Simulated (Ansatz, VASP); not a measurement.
Ni in VASP and in Ansatz

```
Ni
1.0
     0.00000    1.72839    1.72839
     1.72839    0.00000    1.72839
     1.72839    1.72839    0.00000
Ni
1
Direct
  0.50000 0.50000 0.50000
```

Alike in both runs: functional PBEsol; k mesh 28 × 28 × 28; occupations gaussian, width 0.1 eV; no spin polarisation.

Ansatz relaxed the structure, and its values are those at the end. VASP's run is a single point on that final structure, the one shown.

|  | VASP | Ansatz |
| --- | --- | --- |
| version | VASP 6.6.1 | Ansatz 0.2.0 |
| potentials or method | VASP PAW PBE potentials, release 64 (Ni) | scalar-relativistic, plane waves, PAW |
| plane-wave cutoff (eV) | 520 | 420 |
| valence electrons in the cell | 10 | 18 |

```csv
,VASP,Ansatz,Ansatz less VASP
gap on the k mesh at the Fermi level (eV),none,none,-
pressure (GPa),0.5,0.0,-0.46
```

A gap of «none» marks a metal or a gap that the smearing closes. With one functional, cell and mesh, what is left measures potentials, basis and numerics. The two sets of potentials don't hold the same shells in valence.

Caveats: the PAW data sets were made with another functional, which shifts forces and pressure a little (VASP); the run has no spin polarisation, though such a crystal can be magnetic. Spin polarisation is off, so any magnetic state and its effect on volume and gap are missing.
